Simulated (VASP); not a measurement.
Input of a VASP 6.6.1 run:

The input INCAR:

```
PREC = Accurate
ENCUT = 520
EDIFF = 1E-7
ISMEAR = -1
SIGMA = 0.02
LREAL = F
LASPH = T
NELM = 100
ALGO = Fast
ISIF = 2
LWAVE = F
LCHARG = F
GGA = PE
NBANDS = 12
```

The input KPOINTS:

```
Automatic mesh
0
Gamma
  8 8 8
```

The input POSCAR:

```
LiCl
1.0
    0.0000000000      2.8013686002      2.6319369426
    2.8013686002      0.0000000000      2.6319369426
    2.8013686002      2.8013686002      0.0000000000
Li Cl
1 1
Direct
    0.0000000000      0.0000000000      0.0000000000
    0.2500000000      0.2500000000      0.2500000000
```

Potentials or basis: VASP PAW PBE potentials, release 64 (Li_sv, Cl).

Launch:

```sh
$ cat potpaw_PBE.64/Li_sv/POTCAR potpaw_PBE.64/Cl/POTCAR > POTCAR
$ mpirun -np 1 vasp_std > vasp.out
```

**Question.** Estimate the band gap on the k mesh.

**Answer.** 5.94 eV, direct.

 A k mesh can miss the band edges.
